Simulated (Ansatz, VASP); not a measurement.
**Eu: VASP beside Ansatz**

Contents of INCAR:

```
SYSTEM = Eu
  ALGO = Normal
  EDIFF = 1E-6
  ENCUT = 520
  GGA = PE
  ISIF = 2
  ISMEAR = 0
  ISPIN = 2
  LASPH = .TRUE.
  LCHARG = .FALSE.
  LDAU = .TRUE.
  LDAUJ = 0
  LDAUL = 3
  LDAUPRINT = 1
  LDAUTYPE = 2
  LDAUU = 6
  LMAXMIX = 6
  LORBIT = 11
  LREAL = .FALSE.
  LWAVE = .FALSE.
  MAGMOM = 7
  NBANDS = 18
  NELM = 150
  PREC = Accurate
  SIGMA = 0.05
```

The input KPOINTS:

```
k-points
0
G
  6 6 6
  0 0 0
```

The input POSCAR:

```
Eu
1.0
    0.0000000000      2.9041182077      2.9041182077
    2.9041182077      0.0000000000      2.9041182077
    2.9041182077      2.9041182077      0.0000000000
Eu
1
Direct
    0.0000000000      0.0000000000      0.0000000000
```

Input for Ansatz:

```yaml
crystal:
  lattice:
    - [0.0, 2.9041182077, 2.9041182077]
    - [2.9041182077, 0.0, 2.9041182077]
    - [2.9041182077, 2.9041182077, 0.0]
  atoms:
    - { symbol: Eu, position: [0.0, 0.0, 0.0], spin: 7.0 }
basis:
  ecutwfc: 420
  ecutrho_ratio: 4
kpoints:
  mp_grid: { grid: [6, 6, 6] }
hamiltonian:
  xc: pbe
  hubbard: { sites: [{ species: Eu, l: f, u_eff: 6.0 }] }
scf:
  occupations: { method: gaussian, width: 0.05 }
  lower_state_search: "off"
output:
  forces: true
  stress: true
  eigenvalues: true
  populations: true
  hubbard: { sites: [{ species: Eu, l: f }] }
magnetization:
  spin_polarized: true
checkpoint:
  read: start.run
  write: ck
  compress: false
  write_wavefunctions: false
  write_every: 100000
```

The cell was built by a generator and needn't be a form met in nature.

Alike in both runs: task single point; functional PBE; k mesh 6 × 6 × 6; occupations gaussian, width 0.05 eV; collinear spin; Hubbard terms Eu f U = 6.0 eV.

|  | VASP | Ansatz |
| --- | --- | --- |
| version | VASP 6.6.1 | Ansatz 0.2.0 |
| potentials or method | VASP PAW PBE potentials, release 64 (Eu) | scalar-relativistic, plane waves, PAW |
| plane-wave cutoff (eV) | 520 | 420 |
| valence electrons in the cell | 17 | 17 |

|  | VASP | Ansatz | Ansatz less VASP |
| --- | --- | --- | --- |
| pressure (GPa) | -0.1 | -0.3 | -0.19 |
| net moment per atom (μB) | 7.44 | 7.44 | 0.000 |
| size of the moment on the site where the two differ most (μB) | 6.83 | 7.22 | +0.384 |

Site moments also hang on the region over which each program counts them. The programs project onto different local orbitals, so the same U acts differently. Ansatz warned: «filled_band_counts_differ_across_k_points».

Caveats: spin-orbit coupling is left out, which moves the levels of the heavy elements. The state reached can hang on the start; a lower one may exist.
